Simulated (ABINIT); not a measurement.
The system is KBr.

```
CELL_PARAMETERS angstrom
0.00000 3.30000 3.30000
3.30000 0.00000 3.30000
3.30000 3.30000 0.00000
ATOMIC_POSITIONS crystal
Br 0.50000 0.50000 0.50000
K 0.00000 0.00000 0.00000
```

Base run:

```yaml
Program: ABINIT 10.8.3 (patched build)
Functional: AM05
Potentials_or_basis: JTH PAW PBE v2.0
Cutoff: 435 eV
k_mesh: 7 × 7 × 7
Occupations: fermi-dirac, width 0.05 eV
Spin: spin-orbit coupling, no magnetisation
```

Its results: band gap on the k mesh 4.33 eV, direct; pressure 0.4 GPa.

Task: After a change of settings the same cell gave: band gap on the k mesh 4.49 eV, direct; pressure 0.4 GPa. Which change was it?
A. functional from AM05 to PW91
B. functional from AM05 to PBEsol
C. functional from AM05 to rPW86PBE
D. spin from spin-orbit coupling, no magnetisation to no spin polarisation

Result: D.

Spin-orbit coupling splits the band edges, which narrows the gap.

Caveats: the PAW data sets were made with another functional, which shifts forces and pressure a little.

Runs at the PBE level aren't shown here.
